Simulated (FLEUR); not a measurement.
# Hf (P6_3/mmc) in FLEUR: further runs

The runs below take Hf through band structure, equation of state, with AM05.

All numbers are computed with FLEUR MaX-R8.1 (later development tree); they aren't measurements. Logs are shortened: lines on timing, memory, paths and dates and some standing lists are left out, and cuts for length are marked.

### Step 1. The structure

The structure is hexagonal, space group P6_3/mmc (No. 194). The conventional cell has a = 3.197 Å, b = 3.197 Å, c = 5.058 Å, α = 90.00°, β = 90.00°, γ = 120.00°. Hf (site symmetry -6m2) has 12 Hf at 3.13 to 3.20 Å as nearest neighbours.

### Step 2. Band structure, AM05

File inp.xml:

```xml
<?xml version="1.0" encoding="UTF-8" standalone="no"?>
<fleurInput fleurInputVersion="0.39">
   <comment>
      Hf                                                                                                  
   </comment>
   <calculationSetup>
      <cutoffs Kmax="4.1" Gmax="12.7" GmaxXC="12.7" numbands="0"/>
      <scfLoop itmax="60" minDistance="0.00001" maxIterBroyd="15" imix="Anderson" alpha="0.05" precondParam="0.0" spinf="2.0" sdNocoIR="T"/>
      <coreElectrons ctail="T" frcor="F" kcrel="0" coretail_lmax="0"/>
      <xcFunctional name="LibXC" relativisticCorrections="F">
         <LibXCName exchange="gga_x_am05" correlation="gga_c_am05"/>
      </xcFunctional>
      <magnetism jspins="1"/>
      <soc l_soc="F" theta="0.0" phi="0.0" spav="F"/>
      <expertModes spex="0" secvar="F"/>
      <geometryOptimization l_f="F" forcealpha="1.0" forcemix="BFGS" epsdisp="0.00001" epsforce="0.00001"/>
      <ldaU l_linMix="F" mixParam="0.05" spinf="1.0"/>
   </calculationSetup>
   <cell>
      <bzIntegration valenceElectrons="52.0" mode="hist" fermiSmearingEnergy="0.00183747">
         <kPointListSelection listName="default-1"/>
         <!-- k-points included here -->
         <xi:include xmlns:xi="http://www.w3.org/2001/XInclude" href="kpts.xml"> </xi:include>
      </bzIntegration>
      <!-- symmetry operations included here -->
      <xi:include xmlns:xi="http://www.w3.org/2001/XInclude" href="sym.xml"> </xi:include>
      <bulkLattice scale="1.0">
         <bravaisMatrix>
            <row-1>    6.0408875025088191     0.0000000000000000     0.0000000000000000</row-1>
            <row-2>   -3.0204437512544096     5.2315620386186819     0.0000000000000000</row-2>
            <row-3>    0.0000000000000000     0.0000000000000000     9.5578567930018803</row-3>
         </bravaisMatrix>
      </bulkLattice>
   </cell>
   <atomSpecies>
      <species name="Hafnium (Hf)" element="Hf" atomicNumber="72">
         <mtSphere radius="2.66" gridPoints="879" logIncrement="0.015"/>
         <atomicCutoffs lmax="11" lnonsphr="8"/>
         <electronConfig flipSpins="F">
            <coreConfig>(1s1/2) (2s1/2) (2p1/2) (2p3/2) (3s1/2) (3p1/2) (3p3/2) (4s1/2) (3d3/2) (3d5/2) (4p1/2) (4p3/2) (4d3/2) (4d5/2)</coreConfig>
            <valenceConfig>(5s1/2) (5p1/2) (5p3/2) (6s1/2) (4f5/2) (4f7/2) (5d3/2) (5d5/2)</valenceConfig>
            <stateOccupation state="(5d3/2)" spinUp="0.400000" spinDown="0.400000"/>
            <stateOccupation state="(5d5/2)" spinUp="0.600000" spinDown="0.600000"/>
         </electronConfig>
         <energyParameters s="6" p="6" d="5" f="4"/>
         <lo type="SCLO" l="0" n="5" eDeriv="0"/>
         <lo type="SCLO" l="1" n="5" eDeriv="0"/>
         <lo type="SCLO" l="2" n="5" eDeriv="2"/>
         <lo type="SCLO" l="3" n="4" eDeriv="2"/>
      </species>
   </atomSpecies>
   <atomGroups>
      <atomGroup species="Hafnium (Hf)">
         <relPos label="                   1">-1.000/3.000 1.000/3.000 -1.000/4.000</relPos>
         <relPos label="                   2">1.000/3.000 -1.000/3.000 1.000/4.000</relPos>
         <force calculate="T" relaxXYZ="TTT"/>
      </atomGroup>
   </atomGroups>
   <output dos="F" band="F" slice="F">
      <checks vchk="F" cdinf="F"/>
      <bandDOS minEnergy="-.5*Htr" maxEnergy="0.5*Htr" sigma="0.015" storeEVData="T"/>
      <vacuumDOS vacdos="F" integ="F" star="F" nstars="0" locx1="0.0" locy1="0.0" locx2="0.0" locy2="0.0" nstm="0" tworkf="0.0"/>
      <unfoldingBand unfoldBand="F" supercellX="1" supercellY="1" supercellZ="1"/>
      <plotting iplot="0" polar="F">
         <plot TwoD="T" vec1="  1.0  0.0  0.0" vec2="  0.0  1.0  0.0" vec3="  0.0  0.0  1.0" zero="  0.0  0.0  0.0" file="plot"/>
      </plotting>
      <chargeDensitySlicing numkpt="0" minEigenval="0.0" maxEigenval="0.0" nnne="0" pallst="F"/>
      <specialOutput eonly="F"/>
      <moessbauerParams electricFieldGradient="T" isomerShift="T" coreHyperfine="T" valenceHyperfine="T"/>
      <magneticCircularDichroism mcd="F" energyLo="-10.0" energyUp="0.0"/>
   </output>
  <!-- We include the file relax.xml here to enable relaxations (see documentation) -->
  <xi:include xmlns:xi="http://www.w3.org/2001/XInclude" href="relax.xml"> <xi:fallback/> </xi:include>
</fleurInput>
```

File crystal.txt:

```
Hf
&input cartesian=F /
3.1967000000  0.0000000000  0.0000000000
-1.5983500000  2.7684234083  0.0000000000
0.0000000000  0.0000000000  5.0578000000
1.8897261246
1.0 1.0 1.0

2
72 0.6666666667  0.3333333333  0.7500000000
72 0.3333333333  0.6666666667  0.2500000000

&kpt div1=10 div2=10 div3=5 gamma=T /
```

File inp.xml (bands):

```
<?xml version="1.0" encoding="UTF-8" standalone="no"?>
<fleurInput fleurInputVersion="0.39">
   <comment>
      Hf                                                                                                  
   </comment>
   <calculationSetup>
      <cutoffs Kmax="4.1" Gmax="12.7" GmaxXC="12.7" numbands="0"/>
      <scfLoop itmax="60" minDistance="0.00001" maxIterBroyd="15" imix="Anderson" alpha="0.05" precondParam="0.0" spinf="2.0" sdNocoIR="T"/>
      <coreElectrons ctail="T" frcor="F" kcrel="0" coretail_lmax="0"/>
      <xcFunctional name="LibXC" relativisticCorrections="F">
         <LibXCName exchange="gga_x_am05" correlation="gga_c_am05"/>
      </xcFunctional>
      <magnetism jspins="1"/>
      <soc l_soc="F" theta="0.0" phi="0.0" spav="F"/>
      <expertModes spex="0" secvar="F"/>
      <geometryOptimization l_f="F" forcealpha="1.0" forcemix="BFGS" epsdisp="0.00001" epsforce="0.00001"/>
      <ldaU l_linMix="F" mixParam="0.05" spinf="1.0"/>
   </calculationSetup>
   <cell>
      <bzIntegration valenceElectrons="52.0" mode="hist" fermiSmearingEnergy="0.00183747">
         <kPointListSelection listName="path-1"/>
         <!-- k-points included here -->
         <xi:include xmlns:xi="http://www.w3.org/2001/XInclude" href="kpts.xml"> </xi:include>
      </bzIntegration>
      <!-- symmetry operations included here -->
      <xi:include xmlns:xi="http://www.w3.org/2001/XInclude" href="sym.xml"> </xi:include>
      <bulkLattice scale="1.0">
         <bravaisMatrix>
            <row-1>    6.0408875025088191     0.0000000000000000     0.0000000000000000</row-1>
            <row-2>   -3.0204437512544096     5.2315620386186819     0.0000000000000000</row-2>
            <row-3>    0.0000000000000000     0.0000000000000000     9.5578567930018803</row-3>
         </bravaisMatrix>
      </bulkLattice>
   </cell>
   <atomSpecies>
      <species name="Hafnium (Hf)" element="Hf" atomicNumber="72">
         <mtSphere radius="2.66" gridPoints="879" logIncrement="0.015"/>
         <atomicCutoffs lmax="11" lnonsphr="8"/>
         <electronConfig flipSpins="F">
            <coreConfig>(1s1/2) (2s1/2) (2p1/2) (2p3/2) (3s1/2) (3p1/2) (3p3/2) (4s1/2) (3d3/2) (3d5/2) (4p1/2) (4p3/2) (4d3/2) (4d5/2)</coreConfig>
            <valenceConfig>(5s1/2) (5p1/2) (5p3/2) (6s1/2) (4f5/2) (4f7/2) (5d3/2) (5d5/2)</valenceConfig>
            <stateOccupation state="(5d3/2)" spinUp="0.400000" spinDown="0.400000"/>
            <stateOccupation state="(5d5/2)" spinUp="0.600000" spinDown="0.600000"/>
         </electronConfig>
         <energyParameters s="6" p="6" d="5" f="4"/>
         <lo type="SCLO" l="0" n="5" eDeriv="0"/>
         <lo type="SCLO" l="1" n="5" eDeriv="0"/>
         <lo type="SCLO" l="2" n="5" eDeriv="2"/>
         <lo type="SCLO" l="3" n="4" eDeriv="2"/>
      </species>
   </atomSpecies>
   <atomGroups>
      <atomGroup species="Hafnium (Hf)">
         <relPos label="                   1">-1.000/3.000 1.000/3.000 -1.000/4.000</relPos>
         <relPos label="                   2">1.000/3.000 -1.000/3.000 1.000/4.000</relPos>
         <force calculate="T" relaxXYZ="TTT"/>
      </atomGroup>
   </atomGroups>
   <output dos="F" band="T" slice="F">
      <checks vchk="F" cdinf="F"/>
      <bandDOS minEnergy="-.5*Htr" maxEnergy="0.5*Htr" sigma="0.015" storeEVData="T"/>
      <vacuumDOS vacdos="F" integ="F" star="F" nstars="0" locx1="0.0" locy1="0.0" locx2="0.0" locy2="0.0" nstm="0" tworkf="0.0"/>
      <unfoldingBand unfoldBand="F" supercellX="1" supercellY="1" supercellZ="1"/>
      <plotting iplot="0" polar="F">
         <plot TwoD="T" vec1="  1.0  0.0  0.0" vec2="  0.0  1.0  0.0" vec3="  0.0  0.0  1.0" zero="  0.0  0.0  0.0" file="plot"/>
      </plotting>
      <chargeDensitySlicing numkpt="0" minEigenval="0.0" maxEigenval="0.0" nnne="0" pallst="F"/>
      <specialOutput eonly="F"/>
      <moessbauerParams electricFieldGradient="T" isomerShift="T" coreHyperfine="T" valenceHyperfine="T"/>
      <magneticCircularDichroism mcd="F" energyLo="-10.0" energyUp="0.0"/>
   </output>
  <!-- We include the file relax.xml here to enable relaxations (see documentation) -->
  <xi:include xmlns:xi="http://www.w3.org/2001/XInclude" href="relax.xml"> <xi:fallback/> </xi:include>
</fleurInput>
```

Potentials or basis: all-electron, FLAPW.

Run with:

```console
$ inpgen -f crystal.txt -profile fastHighL
$ # inp.xml edited to the form shown
$ fleur_MPI
$ fleur_MPI   # second run, on inp.xml (bands)
```

Standard output:

```text
Welcome to FLEUR        (www.flapw.de)
      MaX-Release 8.1          (www.max-centre.eu)
 func_ids         135         120         135         120
The functional 'Armiento & Mattsson 05' is an exchange functional, it belongs to the 'GGA' family and is defined in the reference(s):
[1] R. Armiento and A. E. Mattsson.,  Phys. Rev. B 72, 085108 (2005)
[2] A. E. Mattsson, R. Armiento, J. Paier, G. Kresse, J. M. Wills, and T. R. Mattsson.,  J. Chem. Phys. 128, 084714 (2008)
The functional 'Armiento & Mattsson 05' is a correlation functional, it belongs to the 'GGA' family and is defined in the reference(s):
[1] R. Armiento and A. E. Mattsson.,  Phys. Rev. B 72, 085108 (2005)
[2] A. E. Mattsson, R. Armiento, J. Paier, G. Kresse, J. M. Wills, and T. R. Mattsson.,  J. Chem. Phys. 128, 084714 (2008)
 Using same functional for VXC and EXC

 ========== k-point set info ==========
 Selected k-point list: default-1
 k-point list type: mesh
 10 x 10 x 5
 Number of k points: 42

 ------------Calculation Setup---------------------------
 Number of MPI-tasks      :            1
 Number of PE/node        :            1
 Number of OMP-threads    :            1
 Most efficient MPI parallelization for:
           1           2           3           6           7          14          21          42
 Additional eigenvalue parallelization possible
 Number of basis functions:          420
 Approximate size of matrices (H+S) per k-point:         0.003 GB
 --------------------------------------------------------
 Iteration:     1   Distance:       9.85780885 me/bohr^3
 Iteration:     2   Distance:       8.96206729 me/bohr^3
 Iteration:     3   Distance:       5.16896564 me/bohr^3
 Iteration:     4   Distance:       1.15479341 me/bohr^3
 Iteration:     5   Distance:       0.98451934 me/bohr^3
 Iteration:     6   Distance:       0.28768548 me/bohr^3
 Iteration:     7   Distance:       0.23079491 me/bohr^3
 Iteration:     8   Distance:       0.02769277 me/bohr^3
 Iteration:     9   Distance:       0.01625174 me/bohr^3
 Iteration:    10   Distance:       0.00395272 me/bohr^3
 Iteration:    11   Distance:       0.00093922 me/bohr^3
 Iteration:    12   Distance:       0.00052722 me/bohr^3
 Iteration:    13   Distance:       0.00002641 me/bohr^3
 Iteration:    14   Distance:       0.00000606 me/bohr^3

 ********************************************************************
 Run finished successfully
 Stop message:
   all done
 ********************************************************************
```

It took 29 s on 1 thread of AMD EPYC 9R14 (Zen 4), shared host; peak memory 0.09 GiB.

Results:

```yaml
Free_energy: -821193.0520 eV
Band_gap_along_the_path: none (metal or under the smearing width)
Valence_electrons_inside_the_program's_atomic_spheres: Hf 24.07 (radii Hf 2.66 bohr)
```

Levels at the corners of the path, in eV from the Fermi level:
| point | band 24 | band 25 | band 26 | band 27 | band 28 | band 29 |
| --- | --- | --- | --- | --- | --- | --- |
| Γ | -3.70 | 0.64 | 1.18 | 1.18 | 1.46 | 2.00 |
| M | -2.75 | -2.23 | -0.80 | 0.78 | 0.87 | 1.67 |
| K | -1.79 | -1.79 | -1.45 | 0.37 | 0.37 | 2.04 |
| Γ | -3.70 | 0.64 | 1.18 | 1.18 | 1.46 | 2.00 |
| A | -5.40 | 0.16 | 0.16 | 1.07 | 1.07 | 1.07 |
| L | -3.41 | -0.97 | -0.97 | 1.18 | 1.18 | 2.65 |
| H | -1.75 | -1.46 | -1.46 | -0.18 | -0.18 | 2.53 |
| A | -5.40 | 0.16 | 0.16 | 1.07 | 1.07 | 1.07 |
| L | -3.41 | -0.97 | -0.97 | 1.18 | 1.18 | 2.65 |
| M | -2.75 | -2.23 | -0.80 | 0.78 | 0.87 | 1.67 |
| K | -1.79 | -1.79 | -1.45 | 0.37 | 0.37 | 2.04 |
| H | -1.75 | -1.46 | -1.46 | -0.18 | -0.18 | 2.53 |

Core levels (eV from the Fermi level):
| atom | levels |
| --- | --- |
| 1 Hf | 1s1/2 -65144.3, 2s1/2 -11131.1, 2p1/2 -10632.2, 2p3/2 -9441.8, 3s1/2 -2531.9, 3p1/2 -2310.7, 3p3/2 -2055.6, 4s1/2 -505.5, 3d3/2 -1680.8, 3d5/2 -1625.1, 4p1/2 -415.0, 4p3/2 -356.4, 4d3/2 -207.5, 4d5/2 -196.8 |
| 2 Hf | 1s1/2 -65144.3, 2s1/2 -11131.1, 2p1/2 -10632.2, 2p3/2 -9441.8, 3s1/2 -2531.9, 3p1/2 -2310.7, 3p3/2 -2055.6, 4s1/2 -505.5, 3d3/2 -1680.8, 3d5/2 -1625.1, 4p1/2 -415.0, 4p3/2 -356.4, 4d3/2 -207.5, 4d5/2 -196.8 |

Caveat: spin-orbit coupling is left out, which moves the levels of the heavy elements.

### Step 3. Equation of state, AM05, 21.04 Å³/atom (volume scaled by 0.94)

Edit inp.xml of step 2 so:

```diff
@@ -26,3 +26,3 @@
       <xi:include xmlns:xi="http://www.w3.org/2001/XInclude" href="sym.xml"> </xi:include>
-      <bulkLattice scale="1.0">
+      <bulkLattice scale="0.9795861087">
          <bravaisMatrix>
```

Potentials or basis: all-electron, FLAPW.

Run with:

```console
$ inpgen -f crystal.txt -profile fastHighL
$ # inp.xml edited to the form shown
$ fleur_MPI
```

Run time: 24 s. Hardware: 1 thread of AMD EPYC 9R14 (Zen 4), shared host; peak memory 0.09 GiB.

It converged, with:

* Free energy: -821193.0597 eV
* Band gap on the k mesh: none (metal or under the smearing width)
* Valence electrons inside the program's atomic spheres: Hf 24.18 (radii Hf 2.66 bohr)

### Step 4. Equation of state, AM05, 21.49 Å³/atom (volume scaled by 0.96)

Edit inp.xml of step 3 so:

```diff
@@ -26,3 +26,3 @@
       <xi:include xmlns:xi="http://www.w3.org/2001/XInclude" href="sym.xml"> </xi:include>
-      <bulkLattice scale="0.9795861087">
+      <bulkLattice scale="0.9864848297">
          <bravaisMatrix>
```

Run with:

```console
$ inpgen -f crystal.txt -profile fastHighL
$ # inp.xml edited to the form shown
$ fleur_MPI
```

It took 24 s on 1 thread of AMD EPYC 9R14 (Zen 4), shared host; peak memory 0.09 GiB.

Results (log left out):

- Free energy: -821193.0700 eV
- Band gap on the k mesh: none (metal or under the smearing width)
- Valence electrons inside the program's atomic spheres: Hf 24.14 (radii Hf 2.66 bohr)

### Step 5. Equation of state, AM05, 22.38 Å³/atom

Edit inp.xml of step 4 so:

```diff
@@ -26,3 +26,3 @@
       <xi:include xmlns:xi="http://www.w3.org/2001/XInclude" href="sym.xml"> </xi:include>
-      <bulkLattice scale="0.9864848297">
+      <bulkLattice scale="1.0000000000">
          <bravaisMatrix>
```

Run with:

```console
$ inpgen -f crystal.txt -profile fastHighL
$ # inp.xml edited to the form shown
$ fleur_MPI
```

Wall time 25 s (1 thread of AMD EPYC 9R14 (Zen 4), shared host); peak memory 0.09 GiB.

The run converged. Its results:

```yaml
Free_energy: -821193.0520 eV
Band_gap_on_the_k_mesh: none (metal or under the smearing width)
Valence_electrons_inside_the_program's_atomic_spheres: Hf 24.07 (radii Hf 2.66 bohr)
```

### Step 6. Equation of state, AM05, 23.28 Å³/atom (volume scaled by 1.04)

Edit inp.xml of step 5 so:

```diff
@@ -26,3 +26,3 @@
       <xi:include xmlns:xi="http://www.w3.org/2001/XInclude" href="sym.xml"> </xi:include>
-      <bulkLattice scale="1.0000000000">
+      <bulkLattice scale="1.0131594038">
          <bravaisMatrix>
```

Potentials or basis: all-electron, FLAPW.

Run with:

```console
$ inpgen -f crystal.txt -profile fastHighL
$ # inp.xml edited to the form shown
$ fleur_MPI
```

Wall time 26 s (1 thread of AMD EPYC 9R14 (Zen 4), shared host); peak memory 0.09 GiB.

It converged, with:

```
Free energy                                           : -821192.9896 eV
Band gap on the k mesh                                : none (metal or under the smearing width)
Valence electrons inside the program's atomic spheres : Hf 24.00 (radii Hf 2.66 bohr)
```

### Step 7. Equation of state, AM05, 23.72 Å³/atom (volume scaled by 1.06)

Edit inp.xml of step 6 so:

```diff
@@ -26,3 +26,3 @@
       <xi:include xmlns:xi="http://www.w3.org/2001/XInclude" href="sym.xml"> </xi:include>
-      <bulkLattice scale="1.0131594038">
+      <bulkLattice scale="1.0196128224">
          <bravaisMatrix>
```

Run with:

```console
$ inpgen -f crystal.txt -profile fastHighL
$ # inp.xml edited to the form shown
$ fleur_MPI
```

It took 26 s on 1 thread of AMD EPYC 9R14 (Zen 4), shared host; peak memory 0.09 GiB.

It converged, with:

- Free energy: -821192.9444 eV
- Band gap on the k mesh: none (metal or under the smearing width)
- Valence electrons inside the program's atomic spheres: Hf 23.97 (radii Hf 2.66 bohr)

### Step 8. Equation of state, AM05

No new run: the results of the series are fitted here.

What came out:

| Item | Value |
| --- | --- |
| Equilibrium volume | 21.60 Å³/atom |
| Bulk modulus at fixed shape and positions | 113 GPa |
| Pressure derivative of the bulk modulus | 3.6 (rough: it moves with the points fitted) |

Energy against volume, from the lowest point:
| volume (Å³/atom) | energy (meV/atom) |
| --- | --- |
| 21.037 | 5.19 |
| 21.485 | 0.00 |
| 22.380 | 9.00 |
| 23.276 | 40.21 |
| 23.723 | 62.84 |

Caveat: the cell was scaled at fixed shape and fractional positions, which overstates the stiffness of a crystal with free parameters, most of all of layers and chains.
